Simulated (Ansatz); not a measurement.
**BaTiO3 at a changed volume — ¹⁷O NMR of the central transition**

Cell: an entry of the Crystallography Open Database (COD), relaxed with PBE at fixed cell and then changed (volume scaled by 1.04, ions relaxed).

```
Ba Ti O
1.0
     4.03653    0.00000    0.00000
     0.00000    2.87438    2.88325
     0.00000   -2.87438    2.88325
Ba Ti O
1 1 3
Direct
  0.00000 0.00981 0.00981
  0.50000 0.52526 0.52526
  0.00000 0.49047 0.49047
  0.50000 0.49194 0.97874
  0.50000 0.97874 0.49194
```

Atoms are numbered from 1 in the order listed; like atoms form one site, named after its first atom.

All values are calculated (Ansatz; DFT, PBE, plane waves and PAW, scalar-relativistic, 420 eV cutoff, Γ-centred 8×8×8 k-points, Fermi–Dirac smearing 0.02 eV), not measured.

¹⁷O has I = 5/2 and Q = -25.58 mb (Pyykkö 2018); at 7.05 T its Larmor frequency is ν₀ = 40.7 MHz. Only the quadrupole interaction is simulated: positions count from each site's isotropic chemical shift, and J coupling is left out, as are shift anisotropy and dipolar coupling, which fast spinning averages.

Problem. What does the ¹⁷O spectrum (fast magic-angle spinning) show for each site?

Solution. 

```
site                                                first shell  C_Q (MHz)     η  P_Q (MHz)  δ_QIS (ppm)  breadth (kHz)
  O3       2 Ti at 2.03 Å, angle 169°; also 4 Ba at 2.77–2.99 Å      -2.04  0.00       2.04        -15.1           1.32
  O4  2 Ti at 1.85–2.23 Å, angle 172°; also 4 Ba at 2.82–2.92 Å      -1.13  0.08       1.13        -4.64          0.414
```

δ_QIS = −(ν_Q²/30ν₀²)[I(I+1) − 3/4](1 + η²/3) × 10⁶ ppm with ν_Q = 3|C_Q|/[2I(2I−1)]; it falls as 1/B₀² in ppm, and the breadth as 1/B₀ in kHz.

At O3 and O4 V_zz points along the line of its two bonds (within 2°) in each case.
